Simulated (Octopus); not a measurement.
**NaI under changes of volume**

One of the cells (33.899 Å³/atom); the others are scaled copies at fixed shape and fractional positions:

```
I Na
1.0
     0.00000    3.23640    3.23640
     3.23640    0.00000    3.23640
     3.23640    3.23640    0.00000
I Na
1 1
Direct
  0.50000 0.50000 0.50000
  0.00000 0.00000 0.00000
```

- Program: Octopus 16.4
- Functional: PBEsol
- Potentials or basis: pseudodojo_pbesol (PseudoDojo 0.4, PBEsol)
- Grid spacing: 0.127 Å
- k mesh: 7 × 7 × 7
- Occupations: fermi-dirac, width 0.05 eV
- Spin: no spin polarisation

| volume (Å³/atom) | energy over the lowest point (meV/atom) | gap on the mesh (eV) |
| --- | --- | --- |
| 31.865 | ? | ? |
| 32.543 | 1.78 | 3.61 |
| 33.221 | 0.00 | 3.56 |
| 33.899 | 0.59 | 3.51 |
| 34.577 | 2.78 | 3.46 |
| 35.255 | 4.87 | 3.41 |
| 35.933 | 9.25 | 3.37 |

Question: What does the run at 31.865 Å³/atom give?

Answer: Energy over the lowest point 4.28 meV/atom; gap on the mesh 3.67 eV.

Worked out: A Birch-Murnaghan fit of order 3 (a polynomial in V^(-2/3)) to the other rows has its minimum at 33.41 Å³/atom with B0 = V·E''(V) = 20 GPa (rough, since the energies scatter). It gives 5.49 meV/atom at 31.865 Å³/atom, against the run's 4.28. A straight line through the other rows of the gap, of slope -2.45 eV per unit of ln V (its deformation potential), extrapolates to 3.66 eV, against the run's 3.67.

Energies are extrapolated to zero smearing.

Caveats: spin-orbit coupling is left out, which moves the levels of the heavy elements.
